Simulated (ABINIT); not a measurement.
Runs of ABINIT 10.8.3 (patched build) on GaSb. Symmetry: F-43m, No. 216, cubic system. Conventional cell: a = 6.118 Å, b = 6.118 Å, c = 6.118 Å, α = 90.00°, β = 90.00°, γ = 90.00°. Around Sb (site symmetry -43m) lie 4 Ga at 2.65 Å. Around Ga (site symmetry -43m) lie 4 Sb at 2.65 Å. 

| task | level | potentials or basis | k mesh | cutoff (eV) | stop of the response cycle (tolvrs) | q points | q points (reduced) | fine-grid cutoff | gap on the mesh (eV) | pressure (GPa) |
| --- | --- | --- | --- | --- | --- | --- | --- | --- | --- | --- |
| single point | PBEsol | PseudoDojo NC SR PBEsol v0.4.1 standard | 6 × 6 × 6 | 980 | - | - | - | - | none | -1.5 |
| phonons at a zone-boundary q | PBEsol | PseudoDojo NC SR PBEsol v0.4.1 standard | 4 × 4 × 4, with 4 shifts | 980 | 1e-08 | ["X", "L"] | [[0.5, 0.0, 0.5], [0.5, 0.5, 0.5]] | - | - | (a) |
| single point | PBE | PseudoDojo NC SR PBE v0.4.1 standard | 6 × 6 × 6 | 1088 | - | - | - | - | none | 2.4 |
| single point | PBEsol | PseudoDojo NC SR PBEsol v0.4 stringent | 6 × 6 × 6 | 1551 | - | - | - | - | none | -0.1 |
| single point | LDA | PseudoDojo NC SR LDA v0.4.1 standard | 6 × 6 × 6 | 980 | - | - | - | - | none | - |
| single point | PBE | PseudoDojo NC SR PBE v0.5 stringent | 6 × 6 × 6 | 1551 | - | - | - | - | none | 2.4 |
| single point | PBEsol | JTH PAW PBE v2.0 | 6 × 6 × 6 | 354 | - | - | - | 707.496 eV | none | - |

Alike in all rows: no spin polarisation; cell as given; smearing fermi-dirac 0.05 eV.

Q: Estimate the missing entries.

A: (a) -1.6.

Caveats: this crystal is a semiconductor, whose small gap the functional closes, so the metal is an error of the method (some runs); the mesh is coarse for a metal's response (some runs); the PAW data sets were made with another functional, which shifts forces and pressure a little (some runs).

A k mesh can miss the band edges, and the runs leave out spin-orbit coupling on Ga, Sb.

A gap of «none» marks a metal or a gap under the smearing width.

The runs don't all hold the same shells in valence.
